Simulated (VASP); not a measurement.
ZnSiP2, 8 atoms in the cell. Symmetry: I-42d, No. 122, tetragonal system. The conventional cell has a = 5.353 Å, b = 5.353 Å, c = 10.445 Å, α = 90.00°, β = 90.00°, γ = 90.00°. Zn (site symmetry -4) has 4 P at 2.35 Å as nearest neighbours. Si (site symmetry -4) is surrounded by 4 P at 2.25 Å. P (site symmetry 2) is surrounded by 2 Si at 2.25 Å and 2 Zn at 2.35 Å. The cell is a database's computed one.

| Property | Result |
| --- | --- |
| Program | VASP 6.6.1 |
| Task | single point |
| Functional | PBEsol |
| Potentials or basis | VASP PAW PBE potentials, release 64 (Zn, Si, P) |
| Cutoff | 520 eV |
| k mesh | 8 × 8 × 8 |
| Occupations | gaussian, width 0.02 eV |
| Spin | no spin polarisation |
| Dipole correction | no |
| Further INCAR settings | ALGO = Fast; EDIFF = 1e-06; NBANDS = 36 |

Potentials or basis: VASP PAW PBE potentials, release 64 (Zn, Si, P).

Run with:

```console
$ cat potpaw_PBE.64/Zn/POTCAR potpaw_PBE.64/Si/POTCAR potpaw_PBE.64/P/POTCAR > POTCAR
$ mpirun -np 1 vasp_std > vasp.out
```

Hardware: 1 thread of Intel(R) Xeon(R) Platinum 8559C (Emerald Rapids) (shared host).

Task: How long does it take, and how much memory?

Result: Run time: 5.6 min on 1 thread of Intel(R) Xeon(R) Platinum 8559C (Emerald Rapids), on a shared host, peak memory 0.49 GiB. Counts: scf iterations 16, k points 59.
